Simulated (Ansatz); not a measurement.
Runs of Ansatz 0.2.0 on NiSb (Breithauptite). The structure is hexagonal, space group P6_3/mmc (No. 194). The conventional cell has a = 3.928 Å, b = 3.928 Å, c = 5.120 Å, α = 90.00°, β = 90.00°, γ = 120.00°. Sb (site symmetry -6m2) is surrounded by 6 Ni at 2.60 Å. Ni (site symmetry -3m) is surrounded by 2 Ni at 2.56 Å and 6 Sb at 2.60 Å. 

```tsv
task	level	cutoff (eV)	basis error allowed	pressure (GPa)	moment (μB)
band structure	PBE	269	0.002 eV/atom	3.7	0.00
band structure	LDA	270	0.002 eV/atom	(a)	0.00
single point	PBE	291	0.001 eV/atom	3.7	0.00
band structure	PBEsol	269	0.002 eV/atom	-2.0	0.00
```

Alike in all rows: potentials or basis all-electron LAPW, scalar-relativistic; spin collinear, ferromagnetic start; cell as given; k mesh 8 × 8 × 5; smearing fermi-dirac 0.05 eV.

Q: Estimate the missing entries.

A: (a) -5.5.

Not every run made on this cell is shown here.
